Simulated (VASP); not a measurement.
# CdSe in VASP: how settings move the PBE single point

Aim: see what changed inputs do to the PBE single point of zincblende CdSe, under +4.0 % equal strain in all directions.

Code: VASP 6.6.1. PAW datasets, plane waves. The values are computed, spin-unpolarised, and not measurements.

### Step 1. The structure to begin with

The cell comes from an earlier relaxation with r2SCAN in another program.

Space group F-43m (No. 216), cubic; a = 6.381 Å in the conventional setting, 32.48 Å³ an atom. Around Cd lie 4 Se at 2.76 Å; around Se lie 4 Cd at 2.76 Å.

Coordinates:

```cif
data_structure
_symmetry_space_group_name_H-M 'P 1'
_symmetry_Int_Tables_number 1
_cell_length_a 4.5120
_cell_length_b 4.5120
_cell_length_c 4.5120
_cell_angle_alpha 60.000
_cell_angle_beta 60.000
_cell_angle_gamma 60.000
_cell_volume 64.95
loop_
_atom_site_label
_atom_site_type_symbol
_atom_site_fract_x
_atom_site_fract_y
_atom_site_fract_z
_atom_site_occupancy
Cd1 Cd 0.00000 0.00000 0.00000 1
Se1 Se 0.25000 0.25000 0.25000 1
```

### Step 2. The reference run

File INCAR:

```
ENCUT = 520.000000
SIGMA = 0.020000
EDIFF = 1.00e-07
GGA = PE
PREC = Accurate
IBRION = -1
ISIF = 2
ISMEAR = -1
NBANDS = 16
NELM = 120
NSW = 0
LASPH = .TRUE.
LCHARG = .FALSE.
LWAVE = .FALSE.
LREAL = .FALSE.
```

File KPOINTS:

```
KPOINTS created by Atomic Simulation Environment
0
Gamma
8 8 8
0 0 0
```

File POSCAR:

```
Cd Se
 1.0000000000000000
     0.0000000000000000    3.1904922039999999    3.1904922039999999
     3.1904922039999999    0.0000000000000000    3.1904922039999999
     3.1904922039999999    3.1904922039999999    0.0000000000000000
 Cd  Se
   1   1
Cartesian
  0.0000000000000000  0.0000000000000000  0.0000000000000000
  1.5952461019999999  1.5952461019999999  1.5952461019999999
```

A file KPOINTS_OPT adds named points for the levels; it doesn't enter the self-consistent loop.

Potentials: the recommended PBE PAW datasets, 18 valence electrons.

Started as:

```sh
mpirun -np 1 vasp_std
```

### Step 3. Try 1

File INCAR:

```
SIGMA = 0.020000
EDIFF = 1.00e-07
GGA = PE
PREC = Accurate
IBRION = -1
ISIF = 2
ISMEAR = -1
NBANDS = 16
NSW = 0
LASPH = .TRUE.
LCHARG = .FALSE.
LWAVE = .FALSE.
LREAL = .FALSE.
ENCUT = 300
NELM = 94
```

KPOINTS is that of step 2.

POSCAR is that of step 2.

### Step 4. Try 2

INCAR, as its differences from that of step 2:

```diff
@@ -9,3 +9,2 @@
 NBANDS = 16
-NELM = 120
 NSW = 0
@@ -15 +14,4 @@
 LREAL = .FALSE.
+NELMIN = 8
+ISYM = 0
+NELM = 57
```

File KPOINTS:

```
KPOINTS created by Atomic Simulation Environment
0
Gamma
4 4 4
0 0 0
```

POSCAR is that of step 2.

### Step 5. Try 3

File INCAR:

```
ENCUT = 520.000000
SIGMA = 0.020000
EDIFF = 1.00e-07
GGA = PE
PREC = Accurate
IBRION = -1
ISIF = 2
ISMEAR = -1
NELM = 120
NSW = 0
LCHARG = .FALSE.
LWAVE = .FALSE.
LREAL = .FALSE.
LASPH = .FALSE.
LDAU = .TRUE.
LDAUTYPE = 2
LDAUL = 2 -1
LDAUU = 3.0 0
LDAUJ = 0 0
LMAXMIX = 4
NBANDS = 49
```

KPOINTS is that of step 2.

POSCAR is that of step 2.

Before running it: what results should come out? Wanted: for each run, changed; ending; energy change; pressure; electronic steps; usable.

As calculated:

| run | changed | ending | energy change (meV/atom) | pressure (GPa) | gap on the mesh (eV; negative: overlap) | electronic steps | time | usable |
| --- | --- | --- | --- | --- | --- | --- | --- | --- |
| ref. | – | converged | 0 | -3.0 | 0.31 | 15 | 26 s | yes |
| 1 | ENCUT = 300, NELM = 94 | converged | 1.5 | -3.1 | 0.30 | 14 | 14 s | no |
| 2 | NELMIN = 8, ISYM = 0, NELM = 57, mesh 4×4×4 | converged | 20.3 | -2.9 | 0.29 | 15 | 39 s | no |
| 3 | LASPH = .FALSE., LDAU = .TRUE., LDAUTYPE = 2, LDAUL = 2 -1, LDAUU = 3.0 0, LDAUJ = 0 0, LMAXMIX = 4, NBANDS = 49 | converged | – | -3.1 | 0.44 | 14 | 63 s | yes |

**Reading.** Of 3 altered inputs, 2 ended normally on a faulty or unsound input, 1 gave usable results.
